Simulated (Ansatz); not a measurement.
TaN stretched along one axis: stress

Cell: a structure deposited in the COD, whose atoms a relaxation with PBE at fixed cell left in place.

```xyz
2
Lattice="2.9380 0.0000 0.0000 -1.4690 2.5444 0.0000 0.0000 0.0000 2.8830" Properties=species:S:1:pos:R:3 pbc="T T T"
Ta    0.0000    1.6963    1.4415
N     0.0000    0.0000    0.0000
```

Atoms are numbered from 1 in the order listed; like atoms form one site, named after its first atom.

The numbers come from a DFT calculation in Ansatz (PBE, plane waves and PAW, scalar-relativistic, collinear spin, 420 eV cutoff, Γ-centred 18×18×16 k-points, Fermi–Dirac smearing 0.05 eV). Start moments as typed (μB): 2 on each Ta, none on the rest.

The cell is stretched along z (the third Cartesian axis of the run's cell), x and y held, and the ions relax again each time. Tension counts as positive.

| strain along z (%) | stress along z (GPa) | stress along x (GPa) |
| --- | --- | --- |
| -3 | -33.2 | -9.6 |
| -2 | -23.4 | -7.7 |
| -1 | -14.1 | -5.9 |
| 0 | -5.5 | -4.3 |
| +1 | ? | ? |
| +2 | 10.4 | -1.4 |
| +3 | 17.6 | -0.1 |

Q: Estimate the row at +1 % from the others.

A: stress along z (GPa): 2.7; stress along x (GPa): -2.8. Worked: parabolas through the other 6 rows give 2.7 and -2.8 GPa at +1 %. Their slopes at zero strain are 846 GPa (the stiffness along z) and 157 GPa (the coupling of z to x). They hold at this cell, where the calculated pressure is 4.7 GPa, and with no gap in the run.

All values belong to this cell and structure model. The start moments die out, and the run ends without spin.
